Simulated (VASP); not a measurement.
# Se (Pm-3m) in VASP: notebook

One crystal, Se, is run at these levels: PBEsol; tasks: single point.

Everything below comes from runs of VASP 6.6.1. Logs are shortened: lines on timing, memory, paths and dates and some standing lists are left out, and cuts for length are marked.

## 1. The crystal as given

Symmetry: Pm-3m, No. 221, cubic system. The conventional cell has a = 2.786 Å, b = 2.786 Å, c = 2.786 Å, α = 90.00°, β = 90.00°, γ = 90.00°. Around Se (site symmetry m-3m) lie 6 Se at 2.79 Å.

This isn't the form of Se at room conditions, which is trigonal, of chains.

## 2. Single point, PBEsol

INCAR

```
  PREC = Accurate
  ENCUT = 520
  EDIFF = 1E-6
  ISMEAR = -1
  SIGMA = 0.1
  LREAL = F
  LASPH = T
  NELM = 80
  ALGO = Normal
  ISIF = 2
  LWAVE = F
  LCHARG = F
  GGA = PS
  NBANDS = 9
```

KPOINTS

```
regular mesh
0
Gamma
  18 18 18
```

POSCAR

```
Se
1.0
    2.7861814191      0.0000000000      0.0000000000
    0.0000000000      2.7861814191      0.0000000000
    0.0000000000      0.0000000000      2.7861814191
Se
1
Direct
    0.0000000000      0.0000000000      0.0000000000
```

Potentials or basis: VASP PAW PBE potentials, release 64 (Se).

The run is started by

```sh
$ cat potpaw_PBE.64/Se/POTCAR > POTCAR
$ mpirun -np 1 vasp_std > vasp.out
```

OUTCAR:

```text
PREC = Accurate
   ENCUT = 520
   EDIFF = 1E-6
   ISMEAR = -1
   LREAL = F
   LASPH = T
   NELM = 80
   ISIF = 2
   GGA = PS

 ion  position               nearest neighbor table
   1  0.000  0.000  0.000-

  LATTYP: Found a simple cubic cell.
 ALAT       =     2.7861814191

  Lattice vectors:

 A1 = (   2.7861814191,   0.0000000000,   0.0000000000)
 A2 = (   0.0000000000,   2.7861814191,   0.0000000000)
 A3 = (   0.0000000000,   0.0000000000,   2.7861814191)

Analysis of symmetry for initial positions (statically):
=====================================================================
 Subroutine PRICEL returns:
 Original cell was already a primitive cell.

 Routine SETGRP: Setting up the symmetry group for a
 simple cubic supercell.

 Subroutine GETGRP returns: Found 48 space group operations
 (whereof 48 operations were pure point group operations)
 out of a pool of 48 trial point group operations.

The static configuration has the point symmetry O_h .

Analysis of symmetry for dynamics (positions and initial velocities):
=====================================================================
 Subroutine PRICEL returns:
 Original cell was already a primitive cell.

 Routine SETGRP: Setting up the symmetry group for a
 simple cubic supercell.

 Subroutine GETGRP returns: Found 48 space group operations
 (whereof 48 operations were pure point group operations)
 out of a pool of 48 trial point group operations.

The dynamic configuration has the point symmetry O_h .

 Subroutine INISYM returns: Found 48 space group operations
 (whereof 48 operations are pure point group operations),
 and found     1 'primitive' translations

----------------------------------------------------------------------------------------

                                     Primitive cell

  volume of cell :      21.6286

  direct lattice vectors                    reciprocal lattice vectors
     2.786181419  0.000000000  0.000000000     0.358914173  0.000000000  0.000000000
     0.000000000  2.786181419  0.000000000     0.000000000  0.358914173  0.000000000
     0.000000000  0.000000000  2.786181419     0.000000000  0.000000000  0.358914173

  length of vectors
     2.786181419  2.786181419  2.786181419     0.358914173  0.358914173  0.358914173

  position of ions in fractional coordinates (direct lattice)
     0.000000000  0.000000000  0.000000000

  ion indices of the primitive-cell ions
   primitive index   ion index
                 1           1

----------------------------------------------------------------------------------------

 KPOINTS: regular mesh

Automatic generation of k-mesh.
 Grid dimensions read from file:
 generate k-points for:   18   18   18

 Generating k-lattice:

  Cartesian coordinates                     Fractional coordinates (reciprocal lattice)
     0.019939676  0.000000000  0.000000000     0.055555556  0.000000000  0.000000000
     0.000000000  0.019939676  0.000000000     0.000000000  0.055555556  0.000000000
     0.000000000  0.000000000  0.019939676     0.000000000  0.000000000  0.055555556

  Length of vectors
     0.019939676  0.019939676  0.019939676

  Shift w.r.t. Gamma in fractional coordinates (k-lattice)
     0.000000000  0.000000000  0.000000000

 Subroutine IBZKPT returns following result:
 ===========================================

 Found    220 irreducible k-points:

 Following reciprocal coordinates:
            Coordinates               Weight
  0.000000  0.000000  0.000000      1.000000
  0.055556  0.000000  0.000000      6.000000
  0.111111  0.000000  0.000000      6.000000
  0.166667  0.000000  0.000000      6.000000
  0.222222  0.000000  0.000000      6.000000
  0.277778  0.000000  0.000000      6.000000
[... 16 lines left out ...]
  0.277778  0.111111  0.000000     24.000000
  0.333333  0.111111  0.000000     24.000000
 [... further k-points ...]
   k-points           NKPTS =    220   k-points in BZ     NKDIM =    220   number of bands    NBANDS=      9
   number of dos      NEDOS =    301   number of ions     NIONS =      1
   total plane-waves  NPLWV =  13824
   dimension x,y,z NGX =    24 NGY =   24 NGZ =   24
   dimension x,y,z NGXF=    48 NGYF=   48 NGZF=   48
   ions per type =               1
   NGX,Y,Z   is equivalent  to a cutoff of  14.32, 14.32, 14.32 a.u.
   NGXF,Y,Z  is equivalent  to a cutoff of  28.64, 28.64, 28.64 a.u.
 SYSTEM =  unknown system
   PREC   = accura    normal or accurate (medium, high low for compatibility)
   ISTART =      0    job   : 0-new  1-cont  2-samecut
   ICHARG =      2    charge: 1-file 2-atom 10-const
   ISPIN  =      1    spin polarized calculation?
   LNONCOLLINEAR =      F non collinear calculations
   LSORBIT =      F    spin-orbit coupling
   LASPH  =      T    aspherical Exc in radial PAW
   ENCUT  =  520.0 eV  38.22 Ry    6.18 a.u.   5.18  5.18  5.18*2*pi/ulx,y,z
   NELM   =     80;   NELMIN=  2; NELMDL= -5     # of ELM steps
   EDIFF  = 0.1E-05   stopping-criterion for ELM
   LREAL  =      F    real-space projection
   EDIFFG = 0.1E-04   stopping-criterion for IOM
   NSW    =      0    number of steps for IOM
   IBRION =     -1    ionic relax: 0-MD 1-quasi-New 2-CG
   NFREE  =      0    steps in history (QN), initial steepest desc. (CG)
   ISIF   =      2    stress and relaxation
   ISYM   =      2    0-nonsym 1-usesym 2-fastsym
   POTIM  = 0.5000    time-step for ionic-motion
   TEBEG  =    0.0;   TEEND  =   0.0 temperature during run
   PSTRESS=    0.0 pullay stress
   NELECT =       6.0000    total number of electrons
   NUPDOWN=      -1.0000    fix difference up-down
   EMIN   =  10.00;   EMAX   =-10.00  energy-range for DOS
   EFERMI =   0.00;   METHOD = LEGACY
   ISMEAR =    -1;   SIGMA  =   0.10  broadening in eV -4-tet -1-fermi 0-gaus
   EFERMI_NEDOS =   21; number of points for ismear=-14 and -15
   IALGO  =     38    algorithm
   IMIX   =      4    mixing-type and parameters
     AMIX     =   0.40;   BMIX     =  1.00
     AMIX_MAG =   1.60;   BMIX_MAG =  1.00
  volume/ion in A,a.u.               =      21.63       145.96
  Fermi-wavevector in a.u.,A,eV,Ry     =   1.067700  2.017660 15.510410  1.139983
  Thomas-Fermi vector in A             =   2.203325
   LORBIT       =      0    0 simple, 1 ext, 2 COOP (PROOUT), +10 PAW based schemes
   GGA     = PS    functional components
   LHFCALC =     F    Hartree Fock is set to
   AEXX    =    0.0000 exact exchange contribution
   IVDW    =     0    specifies the selected vdW correction
   LEPSILON=     F    determine dielectric tensor
   LRPA    =     F    only Hartree local field effects (RPA)
 non-spin polarized calculation
  energy-cutoff  :      520.00
  volume of cell :       21.63
 maximum number of plane-waves:       624
 NGX is ok and might be reduce to    24
   NGX = 11   NGY = 11   NGZ = 11

 number of electron       6.0000000 magnetization

 Free energy of the ion-electron system (eV)
  ---------------------------------------------------
  ext. energy  EPLUGINS =         0.00000000
  ---------------------------------------------------
  free energy    TOTEN  =        -3.76056987 eV

  energy without entropy =       -3.74166120  energy(sigma->0) =       -3.75111554

 E-fermi :   5.1299     XC(G=0): -10.2772

 val. band max:        5.1218181197   @ k =   0.3889   0.1667   0.1111
 cond. band min:       5.1409480594   @ k =   0.3333   0.1667   0.1667
 fundamental gap:      0.0191299397
 Fermi energy:         5.1298573177

 k-point     1 :       0.0000    0.0000    0.0000
  band No.  band energies     occupation
      1     -11.3336      2.00000
      2       6.5750      0.00000
      3       6.5750      0.00000
      4       6.5750      0.00000
      5      12.7735      0.00000
      6      12.7735      0.00000
      7      13.0103      0.00000
      8      27.7705      0.00000
      9      27.7705      0.00000

 k-point     2 :       0.0556    0.0000    0.0000
  band No.  band energies     occupation
      1     -11.2871      2.00000
      2       6.0300      0.00025
      3       6.6121      0.00000
      4       6.6121      0.00000
      5      12.8199      0.00000
      6      12.9702      0.00000
      7      13.5077      0.00000
      8      26.7570      0.00000
      9      26.7572      0.00000

 k-point     3 :       0.1111    0.0000    0.0000
  band No.  band energies     occupation
      1     -11.1488      2.00000
      2       4.8050      1.92528
      3       6.7213      0.00000
      4       6.7213      0.00000
      5      12.9575      0.00000
      6      13.1489      0.00000
      7      14.9912      0.00000
      8      25.2358      0.00000
      9      25.2358      0.00000

 k-point     4 :       0.1667    0.0000    0.0000
  band No.  band energies     occupation
      1     -10.9238      2.00000
      2       3.3815      2.00000
      3       6.8957      0.00000
      4       6.8957      0.00000
      5      13.1823      0.00000
      6      13.4222      0.00000
      7      16.8231      0.00000
      8      23.7449      0.00000
      9      23.7449      0.00000
[... 205 lines left out ...]
 k-point    22 :       0.2222    0.1111    0.0000
  band No.  band energies     occupation
      1     -10.4370      2.00000
      2       2.1378      2.00000
      3       5.4170      0.10714
      4       7.2664      0.00000
      5      13.8272      0.00000
      6      15.5446      0.00000
      7      18.3642      0.00000
      8      20.7783      0.00000
      9      22.5168      0.00000

 k-point    23 :       0.2778    0.1111    0.0000
  band No.  band energies     occupation
      1     -10.0744      2.00000
      2       0.8253      2.00000
      3       5.7152      0.00572
      4       7.5253      0.00000
      5      14.2319      0.00000
      6      15.7328      0.00000
      7      18.3781      0.00000
      8      21.2434      0.00000
      9      21.3235      0.00000

 k-point    24 :       0.3333    0.1111    0.0000
  band No.  band energies     occupation
      1      -9.6806      2.00000
      2      -0.3263      2.00000
      3       6.0267      0.00025
      4       7.7899      0.00000
      5      14.6767      0.00000
      6      15.7577      0.00000
      7      17.9458      0.00000
      8      20.3198      0.00000
      9      21.2753      0.00000

 [... further k-points ...]

------------------------ aborting loop because EDIFF is reached ----------------------------------------

  FORCE on cell =-STRESS in cart. coord.  units (eV):
  Direction    XX          YY          ZZ          XY          YZ          ZX
  --------------------------------------------------------------------------------------
  -------------------------------------------------------------------------------------
  Total        0.0244299      0.0244299      0.0244299     -0.0000000     -0.0000000      0.0000000
  in kB        1.8096875      1.8096875      1.8096875     -0.0000000     -0.0000000      0.0000000
  external PRESSURE =       1.8096875 kB  Pullay stress =       0.0000000 kB

 VOLUME and BASIS-vectors are now :
 -----------------------------------------------------------------------------
  energy-cutoff  :      520.00
  volume of cell :       21.63
      direct lattice vectors                 reciprocal lattice vectors
     2.786181419  0.000000000  0.000000000     0.358914173  0.000000000  0.000000000
     0.000000000  2.786181419  0.000000000     0.000000000  0.358914173  0.000000000
     0.000000000  0.000000000  2.786181419     0.000000000  0.000000000  0.358914173

 POSITION                                       TOTAL-FORCE (eV/Angst)
 -----------------------------------------------------------------------------------
      0.00000      0.00000      0.00000         0.000000      0.000000      0.000000
 -----------------------------------------------------------------------------------
    total drift:                               -0.000000      0.000000      0.000000

  FREE ENERGIE OF THE ION-ELECTRON SYSTEM (eV)
  ---------------------------------------------------
  free  energy   TOTEN  =        -3.7605698721 eV

  energy  without entropy=       -3.7416612015  energy(sigma->0) =       -3.75111554
```

Wall time 17 s (1 thread of Intel Xeon Platinum 8488C (Sapphire Rapids), shared host); peak memory 0.17 GiB.

What came out:

```yaml
Free_energy: -3.7606 eV
Pressure: 0.2 GPa
Band_gap_on_the_k_mesh: none (metal or under the smearing width)
```

Caveat: the PAW data sets were made with another functional, which shifts forces and pressure a little.

## 3. Single point, PBEsol

This run uses another cell than the first one, of 23.36 Å³/atom, 1.080 times its volume.

INCAR

```
PREC     = Accurate       # precision mode
ENCUT    = 520            # plane-wave cutoff, eV
EDIFF    = 1E-6           # SCF threshold, eV
ISMEAR   = -1             # smearing method
SIGMA    = 0.1            # smearing width, eV
LREAL    = False          # projectors in reciprocal space
LASPH    = True           # aspherical terms in the spheres
NELM     = 100            # most SCF steps
ALGO     = Normal         # electronic algorithm
ISIF     = 2              # what is computed and relaxed
LWAVE    = False          # write WAVECAR
LCHARG   = False          # write CHGCAR
GGA      = PS             # functional
NBANDS   = 9              # bands
```

KPOINTS

```
regular mesh
0
Gamma
  13 13 13
```

POSCAR

```
Se
1.0
    2.8585819259      0.0000000000      0.0000000000
    0.0000000000      2.8585819259      0.0000000000
    0.0000000000      0.0000000000      2.8585819259
Se
1
Direct
    0.0000000000      0.0000000000      0.0000000000
```

Potentials or basis: VASP PAW PBE potentials, release 64 (Se).

The run is started by

```sh
$ cat potpaw_PBE.64/Se/POTCAR > POTCAR
$ mpirun -np 1 vasp_std > vasp.out
```

Run time: 7 s. Hardware: 1 thread of Intel Xeon Platinum 8488C (Sapphire Rapids), shared host; peak memory 0.14 GiB.

Results (log left out):

```yaml
Free_energy: -3.7371 eV
Pressure: -5.2 GPa
Band_gap_on_the_k_mesh: none (metal or under the smearing width)
```

Levels at points of the mesh, in eV from the Fermi level:
```tsv
k point	band 1	band 2	band 3	band 4	band 5	band 6
(0.00, 0.00, 0.00)	-15.77	1.33	1.33	1.33	7.46	7.78
```

Caveat: the PAW data sets were made with another functional, which shifts forces and pressure a little.

## 4. Single point, PBEsol

This run uses another cell than the first one, of 19.03 Å³/atom, 0.880 times its volume.

INCAR

```
  ALGO = Fast
  EDIFF = 1E-7
  ENCUT = 520
  GGA = PS
  ISIF = 2
  ISMEAR = -1
  LASPH = True
  LCHARG = False
  LREAL = False
  LWAVE = False
  NBANDS = 9
  NELM = 60
  PREC = Accurate
  SIGMA = 0.1
```

KPOINTS

```
k-points
0
Gamma
  13 13 13
```

POSCAR

```
Se
1.0
    2.6699529954      0.0000000000      0.0000000000
    0.0000000000      2.6699529954      0.0000000000
    0.0000000000      0.0000000000      2.6699529954
Se
1
Direct
    0.0000000000      0.0000000000      0.0000000000
```

The run is started by

```sh
$ cat potpaw_PBE.64/Se/POTCAR > POTCAR
$ mpirun -np 1 vasp_std > vasp.out
```

It took 6.4 s on 1 thread of Intel Xeon Platinum 8488C (Sapphire Rapids), shared host; peak memory 0.13 GiB.

Results (log left out):

```
Free energy            : -3.6636 eV
Pressure               : 14.1 GPa
Band gap on the k mesh : none (metal or under the smearing width)
```

Levels at points of the mesh, in eV from the Fermi level:
```csv
k point,band 1,band 2,band 3,band 4,band 5,band 6
"(0.00, 0.00, 0.00)",-17.83,1.58,1.58,1.58,7.33,7.33
```

Caveat: the PAW data sets were made with another functional, which shifts forces and pressure a little.

## 5. Summary

```tsv
cell	k mesh	gap on the mesh (eV)	pressure (GPa)
Pm-3m, 21.63 Å³/atom	18 × 18 × 18	none	0.2
Pm-3m, 23.36 Å³/atom	13 × 13 × 13	none	-5.2
Pm-3m, 19.03 Å³/atom	13 × 13 × 13	none	14.1
```

Alike in all rows: task single point; level PBEsol; potentials or basis VASP PAW PBE potentials, release 64 (Se); no spin polarisation; cutoff (eV) 520; smearing fermi-dirac 0.1 eV.

Every run on the cell as given and a fine mesh finds a metal.

Caveats: the PAW data sets were made with another functional, which shifts forces and pressure a little.

Total energies depend on the potentials used, so only differences within one code and one set of settings carry meaning.
